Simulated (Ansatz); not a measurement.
Runs of Ansatz 0.2.0 on CdTe. It takes space group F-43m (No. 216, cubic). Conventional cell: a = 6.410 Å, b = 6.410 Å, c = 6.410 Å, α = 90.00°, β = 90.00°, γ = 90.00°. Te (site symmetry -43m) has 4 Cd at 2.78 Å as nearest neighbours. Cd (site symmetry -43m) has 4 Te at 2.78 Å as nearest neighbours. 

```tsv
task	level	potentials or basis	k mesh	cutoff (eV)	smearing	driver	q mesh	points for each segment of the path	eos	gap on the mesh (eV)	pressure (GPa)	V0 of scaled cells (Å³/atom)	B0 (GPa)
phonons	PBE+D3(BJ)	PseudoDojo LDA	6 × 6 × 6	1388	fixed	chain	2 × 2 × 2	8	-	0.88	-	-	-
single point	PBE	Ansatz PAW soft_1	7 × 7 × 7	420	fermi-dirac 0.05 eV	-	-	-	-	0.87	4.3	-	-
equation of state	LDA	PseudoDojo standard	7 × 7 × 7	1388	cold 0.1 eV	calculator	-	-	sjeos	-	-	(a)	46
band structure	PBE	SPMS NC	7 × 7 × 7	680	fermi-dirac 0.05 eV	-	-	14	-	0.87	4.3	-	-
equation of state	RPBE+D3(BJ)+ATM	SPMS NC	7 × 7 × 7	680	gaussian 0.15 eV	calculator	-	-	murnaghan	-	-	(b)	54
```

Alike in all rows: no spin polarisation; cell as given.

**Question.** Fill in the values left out.

**Answer.** (a) 32.91; (b) 31.30.

Caveats: spin-orbit coupling is left out, which moves the levels of the heavy elements (some runs); the potentials were made for another functional, which shifts forces and pressure (some runs); odd divisions of the mesh miss points on the zone boundary, where band edges often lie, so the gap on the mesh can be too wide (some runs).

A k mesh can miss the band edges, and the runs leave out spin-orbit coupling on Cd, Te.

Not every run made on this cell is shown here.
